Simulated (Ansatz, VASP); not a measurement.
# Two plane-wave programs on AlRu

Contents of INCAR:

```
PREC = Accurate
ENCUT = 520
EDIFF = 1E-6
ISMEAR = 0
SIGMA = 0.15
LREAL = False
LASPH = True
NELM = 80
ALGO = Normal
ISIF = 2
LWAVE = False
LCHARG = False
GGA = PE
NBANDS = 16
```

KPOINTS

```
Automatic mesh
0
Gamma
  16 16 16
```

File POSCAR:

```
AlRu
1.0
    2.9018520000      0.0000000000      0.0000000000
    0.0000000000      2.9018520000      0.0000000000
    0.0000000000      0.0000000000      2.9018520000
Al Ru
1 1
Direct
    0.0000000000      0.0000000000      0.0000000000
    0.5000000000      0.5000000000      0.5000000000
```

Input for Ansatz:

```yaml
crystal:
  lattice:
    - [2.901852, 0.0, 0.0]
    - [0.0, 2.901852, 0.0]
    - [0.0, 0.0, 2.901852]
  atoms:
    - { symbol: Al, position: [0.0, 0.0, 0.0] }
    - { symbol: Ru, position: [0.5, 0.5, 0.5] }
basis:
  ecutwfc: 420
kpoints:
  mp_grid: { grid: [16, 16, 16] }
hamiltonian:
  xc: pbe
scf:
  occupations: { method: gaussian, width: 0.15 }
output:
  forces: true
  stress: true
  eigenvalues: true
```

Change from the starting cell: strain -0.030 along x and y, -0.030 along z, atoms carried along.

Alike in both runs: task single point; functional PBE; k mesh 16 × 16 × 16; occupations gaussian, width 0.15 eV; no spin polarisation.

```csv
,VASP,Ansatz
version,VASP 6.6.1,Ansatz 0.2.0
potentials or method,"VASP PAW PBE potentials, release 64 (Al, Ru_pv)","scalar-relativistic, plane waves, PAW"
plane-wave cutoff (eV),520,420
valence electrons in the cell,17,19
```

```csv
,VASP,Ansatz,Ansatz less VASP
gap on the k mesh at the Fermi level (eV),none,none,-
pressure (GPa),26.6,26.5,-0.03
```

A gap of «none» marks a metal or a gap that the smearing closes. With one functional, cell and mesh, what is left measures potentials, basis and numerics. The two sets of potentials don't hold the same shells in valence.

Caveats: so large a pressure means that the cell lies far from this level's equilibrium, or that cutoff or potentials fall short (VASP).
